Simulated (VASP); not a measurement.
Set up this calculation in VASP 6.6.1, as the native input.

* Task: band structure
* Functional: PBE
* Potentials or basis: VASP PAW PBE potentials, release 64 (Pm)
* Cutoff: 520 eV
* k mesh: 7 × 7 × 7
* Occupations: fermi-dirac, width 0.05 eV
* Spin: collinear spin, ferromagnetic start, spin-orbit coupling
* Starting moments: [[2.828, 2.828, 0.0]] μB
* Further INCAR settings: ALGO = Normal; EDIFF = 1e-06; NBANDS = 26

The structure of Pm lies in POSCAR:

```
Pm
1.0
    0.0000000000      2.5841748100      2.5841748100
    2.5841748100      0.0000000000      2.5841748100
    2.5841748100      2.5841748100      0.0000000000
Pm
1
Direct
    0.0000000000      0.0000000000      0.0000000000
```

This isn't the form of Pm at room conditions, which is double hcp.

One way to write it, as run:

INCAR

```
PREC = Accurate
ENCUT = 520
EDIFF = 1E-6
ISMEAR = -1
SIGMA = 0.05
LREAL = F
LASPH = T
NELM = 100
ALGO = Normal
ISIF = 2
LWAVE = F
LCHARG = F
LNONCOLLINEAR = T
MAGMOM = 2.828 2.828 0
LORBIT = 11
LSORBIT = T
GGA_COMPAT = F
LORBMOM = T
LMAXMIX = 6
GGA = PE
NBANDS = 26
```

KPOINTS

```
Automatic mesh
0
Gamma
  7 7 7
```

KPOINTS_OPT

```
path GXWKGLUWLK,UX
15
line-mode
reciprocal
 0.0000000000  0.0000000000  0.0000000000  G
 0.5000000000  0.0000000000  0.5000000000  X

 0.5000000000  0.0000000000  0.5000000000  X
 0.5000000000  0.2500000000  0.7500000000  W

 0.5000000000  0.2500000000  0.7500000000  W
 0.3750000000  0.3750000000  0.7500000000  K

 0.3750000000  0.3750000000  0.7500000000  K
 0.0000000000  0.0000000000  0.0000000000  G

 0.0000000000  0.0000000000  0.0000000000  G
 0.5000000000  0.5000000000  0.5000000000  L

 0.5000000000  0.5000000000  0.5000000000  L
 0.6250000000  0.2500000000  0.6250000000  U

 0.6250000000  0.2500000000  0.6250000000  U
 0.5000000000  0.2500000000  0.7500000000  W

 0.5000000000  0.2500000000  0.7500000000  W
 0.5000000000  0.5000000000  0.5000000000  L

 0.5000000000  0.5000000000  0.5000000000  L
 0.3750000000  0.3750000000  0.7500000000  K

 0.6250000000  0.2500000000  0.6250000000  U
 0.5000000000  0.0000000000  0.5000000000  X
```

Potentials or basis: VASP PAW PBE potentials, release 64 (Pm).

The run is started by

```bash
$ cat potpaw_PBE.64/Pm/POTCAR > POTCAR
$ mpirun -np 1 vasp_ncl > vasp.out
```

It gave:

The pressure is 1.3 GPa. The net moment is 5.32 μB per cell and the valence electrons inside the program's atomic spheres are Pm 12.42.

Caveat: the magnetic or orbital state may not be the lowest.

It took 16 min on 1 thread of Intel(R) Xeon(R) Platinum 8488C (Sapphire Rapids), with other jobs on the host, peak memory 0.42 GiB.
